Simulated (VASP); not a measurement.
# BaTiO3 (P4mm) in VASP: a series of runs

One crystal, BaTiO3, is run at these levels: PBE; tasks: single point.

Program: VASP 6.6.1. These are calculated values, not measurements. Logs are shortened: lines on timing, memory, paths and dates and some standing lists are left out, and cuts for length are marked.

## Step 1: The undisturbed crystal

It takes space group P4mm (No. 99, tetragonal). Conventional cell: a = 4.000 Å, b = 4.000 Å, c = 4.018 Å, α = 90.00°, β = 90.00°, γ = 90.00°. Ba (site symmetry 4mm) is surrounded by 12 O at 2.79 to 2.88 Å. Ti (site symmetry 4mm) has 6 O at 1.89 to 2.13 Å as nearest neighbours. O (site symmetry 2mm) is surrounded by 2 Ti at 2.00 Å. Around O (site symmetry 4mm) lie 2 Ti at 1.89 to 2.13 Å.

## Step 2: Single point, PBE

The input, INCAR:

```
ADDGRID = F
ALGO = Normal
EDIFF = 1E-7
ENCUT = 460
GGA = PE
ISIF = 2
ISMEAR = 0
LASPH = T
LCHARG = F
LREAL = F
LWAVE = F
NBANDS = 28
NELM = 100
PREC = Accurate
SIGMA = 0.05
```

The input, KPOINTS:

```
k-points
0
Gamma
  6 6 6
```

The input, POSCAR:

```
BaTiO3
1.0
    3.9998000000      0.0000000000      0.0000000000
    0.0000000000      3.9998000000      0.0000000000
    0.0000000000      0.0000000000      4.0180000000
Ba Ti O
1 1 3
Direct
    0.0050340000     -0.0151990000     -0.0081960000
    0.5109990000      0.5026790000      0.4796360000
   -0.0079330000      0.4990990000      0.5319510000
    0.5087000000     -0.0034200000      0.5100070000
    0.5274750000      0.4823970000      0.0100750000
```

Potentials or basis: VASP PAW PBE potentials, release 64 (Ba_sv, Ti_sv, O).

Command:

```bash
> cat potpaw_PBE.64/Ba_sv/POTCAR potpaw_PBE.64/Ti_sv/POTCAR potpaw_PBE.64/O/POTCAR > POTCAR
> mpirun -np 1 vasp_std > vasp.out
```

OUTCAR:

```text
EDIFF = 1E-7
   ENCUT = 460
   GGA = PE
   ISIF = 2
   ISMEAR = 0
   LASPH = T
   LREAL = F
   NELM = 100
   PREC = Accurate

 Found    112 irreducible k-points:

 Following reciprocal coordinates:
            Coordinates               Weight
  0.000000  0.000000  0.000000      1.000000
  0.166667  0.000000  0.000000      2.000000
  0.000000  0.166667  0.000000      2.000000
  0.333333  0.000000  0.000000      2.000000
  0.000000  0.333333  0.000000      2.000000
  0.500000  0.000000  0.000000      1.000000
   k-points           NKPTS =    112   k-points in BZ     NKDIM =    112   number of bands    NBANDS=     28
   number of dos      NEDOS =    301   number of ions     NIONS =      5
   total plane-waves  NPLWV =  21952
   dimension x,y,z NGX =    28 NGY =   28 NGZ =   28
   dimension x,y,z NGXF=    56 NGYF=   56 NGZF=   56
   ions per type =               1   1   3
   NGX,Y,Z   is equivalent  to a cutoff of  11.64, 11.64, 11.59 a.u.
   NGXF,Y,Z  is equivalent  to a cutoff of  23.28, 23.28, 23.17 a.u.
 SYSTEM =  unknown system
   PREC   = accura    normal or accurate (medium, high low for compatibility)
   ISTART =      0    job   : 0-new  1-cont  2-samecut
   ICHARG =      2    charge: 1-file 2-atom 10-const
   ISPIN  =      1    spin polarized calculation?
   LNONCOLLINEAR =      F non collinear calculations
   LSORBIT =      F    spin-orbit coupling
   LASPH  =      T    aspherical Exc in radial PAW
   ENCUT  =  460.0 eV  33.81 Ry    5.81 a.u.   6.99  6.99  7.03*2*pi/ulx,y,z
   NELM   =    100;   NELMIN=  2; NELMDL= -5     # of ELM steps
   EDIFF  = 0.1E-06   stopping-criterion for ELM
   LREAL  =      F    real-space projection
   EDIFFG = 0.1E-05   stopping-criterion for IOM
   NSW    =      0    number of steps for IOM
   IBRION =     -1    ionic relax: 0-MD 1-quasi-New 2-CG
   NFREE  =      0    steps in history (QN), initial steepest desc. (CG)
   ISIF   =      2    stress and relaxation
   ISYM   =      2    0-nonsym 1-usesym 2-fastsym
   POTIM  = 0.5000    time-step for ionic-motion
   TEBEG  =    0.0;   TEEND  =   0.0 temperature during run
   PSTRESS=    0.0 pullay stress
   NELECT =      40.0000    total number of electrons
   NUPDOWN=      -1.0000    fix difference up-down
   EMIN   =  10.00;   EMAX   =-10.00  energy-range for DOS
   EFERMI =   0.00;   METHOD = LEGACY
   ISMEAR =     0;   SIGMA  =   0.05  broadening in eV -4-tet -1-fermi 0-gaus
   EFERMI_NEDOS =   21; number of points for ismear=-14 and -15
   IALGO  =     38    algorithm
   IMIX   =      4    mixing-type and parameters
     AMIX     =   0.40;   BMIX     =  1.00
     AMIX_MAG =   1.60;   BMIX_MAG =  1.00
  volume/ion in A,a.u.               =      12.86        86.76
  Fermi-wavevector in a.u.,A,eV,Ry     =   1.397653  2.641181 26.578078  1.953434
  Thomas-Fermi vector in A             =   2.520888
   LORBIT       =      0    0 simple, 1 ext, 2 COOP (PROOUT), +10 PAW based schemes
   GGA     = PE    functional components
   LHFCALC =     F    Hartree Fock is set to
   AEXX    =    0.0000 exact exchange contribution
   IVDW    =     0    specifies the selected vdW correction
   LEPSILON=     F    determine dielectric tensor
   LRPA    =     F    only Hartree local field effects (RPA)
 non-spin polarized calculation
 Gauss-broadening in eV      SIGMA  =   0.05
  energy-cutoff  :      460.00
  volume of cell :       64.28
 maximum number of plane-waves:      1472
   NGX = 13   NGY = 13   NGZ = 15

 number of electron      39.9999995 magnetization

 Free energy of the ion-electron system (eV)
  ---------------------------------------------------
  ext. energy  EPLUGINS =         0.00000000
  ---------------------------------------------------
  free energy    TOTEN  =       -39.88362525 eV

  energy without entropy =      -39.88362525  energy(sigma->0) =      -39.88362525

 E-fermi :   4.1079     XC(G=0): -11.2385

 val. band max:        3.8249270902   @ k =   0.5000   0.5000   0.5000
 cond. band min:       5.6938564562   @ k =   0.0000   0.0000   0.0000
 fundamental gap:      1.8689293659
 Fermi energy:         4.1079007552

 k-point     1 :       0.0000    0.0000    0.0000
  band No.  band energies     occupation
      1     -52.7278      2.00000
      2     -28.9698      2.00000
      3     -28.9541      2.00000
      4     -28.9422      2.00000
      5     -21.0029      2.00000
      6     -13.0790      2.00000
[... 20 lines left out ...]
     27       8.9585      0.00000
     28      11.0779      0.00000

 k-point     2 :       0.1667    0.0000    0.0000
  band No.  band energies     occupation
      1     -52.7277      2.00000
      2     -28.9702      2.00000
      3     -28.9662      2.00000
      4     -28.9417      2.00000
      5     -20.9736      2.00000
      6     -13.1038      2.00000
[... 20 lines left out ...]
     27       9.4529      0.00000
     28      11.7147      0.00000

 k-point     3 :       0.0000    0.1667    0.0000
  band No.  band energies     occupation
      1     -52.7277      2.00000
      2     -28.9694      2.00000
      3     -28.9554      2.00000
      4     -28.9536      2.00000
      5     -20.9730      2.00000
      6     -13.1093      2.00000
[... 20 lines left out ...]
     27       9.4394      0.00000
     28      11.7120      0.00000

 k-point     4 :       0.3333    0.0000    0.0000
  band No.  band energies     occupation
      1     -52.7272      2.00000
      2     -28.9930      2.00000
      3     -28.9680      2.00000
      4     -28.9407      2.00000
      5     -20.9136      2.00000
      6     -13.2274      2.00000
[... 20 lines left out ...]
     27      10.6345      0.00000
     28      12.1840      0.00000

 k-point     5 :       0.0000    0.3333    0.0000
  band No.  band energies     occupation
      1     -52.7272      2.00000
      2     -28.9819      2.00000
      3     -28.9682      2.00000
      4     -28.9526      2.00000
      5     -20.9118      2.00000
      6     -13.2456      2.00000
[... 20 lines left out ...]
     27      10.5881      0.00000
     28      12.1036      0.00000

 k-point     6 :       0.5000    0.0000    0.0000
  band No.  band energies     occupation
      1     -52.7270      2.00000
      2     -29.0057      2.00000
      3     -28.9676      2.00000
      4     -28.9402      2.00000
      5     -20.8829      2.00000
      6     -13.3092      2.00000
[... 20 lines left out ...]
     27      11.4063      0.00000
     28      12.1272      0.00000

 [... further k-points ...]

------------------------ aborting loop because EDIFF is reached ----------------------------------------

  FORCE on cell =-STRESS in cart. coord.  units (eV):
  Direction    XX          YY          ZZ          XY          YZ          ZX
  --------------------------------------------------------------------------------------
  -------------------------------------------------------------------------------------
  Total        1.4427165      1.5241273      1.8653939      0.0440300     -0.0281042     -0.0556949
  in kB       35.9587913     37.9879036     46.4937575      1.0974204     -0.7004797     -1.3881595
  external PRESSURE =      40.1468174 kB  Pullay stress =       0.0000000 kB

 VOLUME and BASIS-vectors are now :
 -----------------------------------------------------------------------------
  energy-cutoff  :      460.00
  volume of cell :       64.28
      direct lattice vectors                 reciprocal lattice vectors
     3.999800000  0.000000000  0.000000000     0.250012501  0.000000000  0.000000000
     0.000000000  3.999800000  0.000000000     0.000000000  0.250012501  0.000000000
     0.000000000  0.000000000  4.018000000     0.000000000  0.000000000  0.248880040

 POSITION                                       TOTAL-FORCE (eV/Angst)
 -----------------------------------------------------------------------------------
      0.02013      3.93901      3.98507         0.135516      0.362119      0.147528
      2.04389      2.01062      1.92718         0.296940     -0.206524      0.069676
      3.96807      1.99630      2.13738         0.645639     -0.073461     -0.690004
      2.03470      3.98612      2.04921        -0.352126     -0.363514     -0.230710
      2.10979      1.92949      0.04048        -0.725969      0.281379      0.703510
 -----------------------------------------------------------------------------------
    total drift:                                0.000302      0.000153     -0.000076

  FREE ENERGIE OF THE ION-ELECTRON SYSTEM (eV)
  ---------------------------------------------------
  free  energy   TOTEN  =       -39.8836252544 eV

  energy  without entropy=      -39.8836252544  energy(sigma->0) =      -39.88362525
```

Run time: 98 s. Hardware: 1 thread of Intel Xeon Platinum 8488C (Sapphire Rapids), shared host; peak memory 0.28 GiB.

These settings aren't checked as converged: the numbers below hold their error.

Results:

```yaml
Free_energy: -39.8836 eV
Pressure: 4.0 GPa
Largest_force: 1.049 eV/Å
Band_gap_on_the_k_mesh: 1.87 eV, indirect (least direct gap 2.15 eV)
```

Caveat: the cutoff is under 1.25 times the usual one of these potentials, so pressure, stress and relaxed cells hold a basis-set (Pulay) error; spin-orbit coupling is left out, which moves the levels of the heavy elements.

## Step 3: Single point, PBE

Edit INCAR of step 2 so:

```diff
@@ -3,3 +3,3 @@
 EDIFF = 1E-7
-ENCUT = 460
+ENCUT = 400
 GGA = PE
```

The input, KPOINTS:

```
k-points
0
Gamma
  7 7 7
```

POSCAR is that of step 2.

Potentials or basis: VASP PAW PBE potentials, release 64 (Ba_sv, Ti_sv, O).

Command:

```bash
> cat potpaw_PBE.64/Ba_sv/POTCAR potpaw_PBE.64/Ti_sv/POTCAR potpaw_PBE.64/O/POTCAR > POTCAR
> mpirun -np 1 vasp_std > vasp.out
```

Wall time 2.3 min (1 thread of Intel Xeon Platinum 8488C (Sapphire Rapids), shared host); peak memory 0.31 GiB.

The run converged, but some of its settings lie outside the range that counts as converged, so its numbers aren't taken as properties of the crystal.

Results:

```yaml
Free_energy: -39.9234 eV
Largest_force: 1.070 eV/Å
Band_gap_on_the_k_mesh: 1.96 eV, indirect (least direct gap 2.16 eV)
```

Caveat: the cutoff is under 1.25 times the usual one of these potentials, so pressure, stress and relaxed cells hold a basis-set (Pulay) error; spin-orbit coupling is left out, which moves the levels of the heavy elements; an odd mesh through Γ misses points on the zone boundary, where band edges often lie.

## Step 4: The reference run

An earlier run on the cell as given: functional PBEsol; potentials or basis VASP PAW PBE potentials, release 64 (Ba_sv, Ti_sv, O); cutoff 520 eV; k mesh 7 × 7 × 7; occupations fermi-dirac, width 0.05 eV; no spin polarisation.

- Pressure: -2.0 GPa
- Largest force: 0.323 eV/Å
- Band gap on the k mesh: 1.82 eV, indirect (least direct gap 2.02 eV)
